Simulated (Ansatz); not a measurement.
`[AlH2][S]BS` + tert-butanol → `CC(C)(C)[O][AlH2]` + `SBS`  (ligand exchange at the Al–S bond)

Gas-phase electronic energies from Ansatz, PBE0-D4/def2-TZVP geometries. CCSD(T)/CBS adds triple-zeta CCSD(T) − MP2 to the extrapolated MP2 energy (def2 sets, frozen cores). Functionals use def2-TZVPP. B3LYP here is the variant with VWN-RPA as its local correlation; programs differ in this. One conformer a species, not always the lowest.

```csv
level,ΔE (kJ/mol)
PBE0-D4,-25.8
B3LYP-D4,-39.8
B3LYP,-38.7
HF/def2-SVP,-42.0
```

Q: What does CCSD(T)/CBS give? (An estimate is asked.)

A: Ansatz gave: -31.9 kJ/mol. The listed levels differ from it by 6.1, -7.9, -6.8, -10.1 kJ/mol.

Largest T1 diagnostic among the species: 0.014.

At CCSD(T), def2-SVP lies −13.3 kJ/mol from the extrapolated value and def2-TZVPP −3.4 kJ/mol. Leaving LDA and LC-ωPBE aside and taking each functional with its dispersion term where it has one, the values, not all of them listed here, spread over 19.4 kJ/mol, from CAM-B3LYP-D4 to HSE06-D4.

CCSD(T)/CBS has its own doubt, a few kJ/mol and more with outer-core shells, so smaller differences from it don't rank the levels.
